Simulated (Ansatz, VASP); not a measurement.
# Two plane-wave programs on AlN

File INCAR:

```
SYSTEM = AlN
  PREC = Accurate
  ENCUT = 520
  EDIFF = 1E-6
  ISMEAR = 0
  SIGMA = 0.05
  LREAL = .FALSE.
  LASPH = .TRUE.
  NELM = 80
  ALGO = Normal
  ISIF = 2
  LWAVE = .FALSE.
  LCHARG = .TRUE.
  GGA = PE
  LELF = .TRUE.
  LVHAR = .TRUE.
  NBANDS = 16
```

The input KPOINTS:

```
Automatic mesh
0
G
  9 9 6
  0 0 0
```

POSCAR

```
AlN
1.0
    3.1892000000      0.0000000000      0.0000000000
   -1.5946000000      2.7619282177      0.0000000000
    0.0000000000      0.0000000000      4.1875902404
Al N
2 2
Direct
    0.3333333333      0.6666666667      0.7500000000
    0.6666666667      0.3333333333      0.2500000000
    0.3333333333      0.6666666667      0.2500000000
    0.6666666667      0.3333333333      0.7500000000
```

Input for Ansatz:

```yaml
crystal:
  lattice:
    - [3.1892, 0.0, 0.0]
    - [-1.5946, 2.7619282177, 0.0]
    - [0.0, 0.0, 4.1875902404]
  atoms:
    - { symbol: Al, position: [0.3333333333, 0.6666666667, 0.75] }
    - { symbol: Al, position: [0.6666666667, 0.3333333333, 0.25] }
    - { symbol: "N", position: [0.3333333333, 0.6666666667, 0.25] }
    - { symbol: "N", position: [0.6666666667, 0.3333333333, 0.75] }
basis:
  ecutwfc: 520.0
kpoints:
  mp_grid: { grid: [9, 9, 6] }
hamiltonian:
  xc: pbe
  pseudopotentials: { kind: paw, azcp: { folder: soft_1 } }
scf:
  occupations: { method: gaussian, width: 0.05 }
output:
  forces: true
  stress: true
  eigenvalues: true
```

Alike in both runs: task single point; functional PBE; k mesh 9 × 9 × 6; occupations gaussian, width 0.05 eV; no spin polarisation.

|  | VASP | Ansatz |
| --- | --- | --- |
| version | VASP 6.6.1 | Ansatz 0.2.0 |
| potentials or method | VASP PAW PBE potentials, release 64 (Al, N) | scalar-relativistic, plane waves, PAW |
| plane-wave cutoff (eV) | 520 | 520 |
| valence electrons in the cell | 16 | 16 |

|  | VASP | Ansatz | Ansatz less VASP |
| --- | --- | --- | --- |
| gap on the k mesh at the Fermi level (eV) | 3.77 | 3.76 | -0.014 |
| least direct gap on the mesh (eV) | 3.77 | 3.76 | -0.014 |
| pressure (GPa) | 20.1 | 20.3 | +0.14 |
| largest component of the traceless stress (GPa) | 9.47 | 9.58 | +0.104 |

With one functional, cell and mesh, what is left measures potentials, basis and numerics.

Caveats: so large a pressure means that the cell lies far from this level's equilibrium, or that cutoff or potentials fall short (VASP); an odd mesh through Γ misses points on the zone boundary, where band edges often lie.
